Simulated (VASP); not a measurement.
# NaH: single point with PBE

NaH:

```
Na H
1.0
     0.00000    2.41604    2.41604
     2.41604    0.00000    2.41604
     2.41604    2.41604    0.00000
Na H
1 1
Direct
  0.00000 0.00000 0.00000
  0.50000 0.50000 0.50000
```

- Program: VASP 6.6.1
- Task: single point
- Functional: PBE
- Potentials or basis: VASP PAW PBE potentials, release 64 (Na_pv, H)
- Cutoff: 520 eV
- k mesh: 8 × 8 × 8
- Occupations: fermi-dirac, width 0.02 eV
- Spin: no spin polarisation
- Dipole correction: no
- Further INCAR settings: ALGO = Normal; EDIFF = 1e-07; NBANDS = 11

```
Pressure               : 0.0 GPa
Band gap on the k mesh : 3.76 eV, indirect (least direct gap 4.62 eV)
```

Levels at points of the mesh, in eV from the valence-band top:
```
           k point  band 2  band 3  band 4  band 5  band 6  band 7
(0.00, 0.00, 0.00)  -22.10  -22.10   -3.62   10.42   15.60   15.60
(0.50, 0.00, 0.00)  -22.11  -22.11   -0.86    3.76   10.78   13.39
(0.50, 0.50, 0.00)  -22.13  -22.13   -0.18    4.64   10.03   10.67
```

Wall time 10 s on 1 thread of Intel(R) Xeon(R) Platinum 8375C CPU @ 2.90GHz (Ice Lake) (shared host), peak memory 0.14 GiB.

A k mesh can miss the band edges. A hybrid or GW would open this gap; PBE tends to underestimate it.
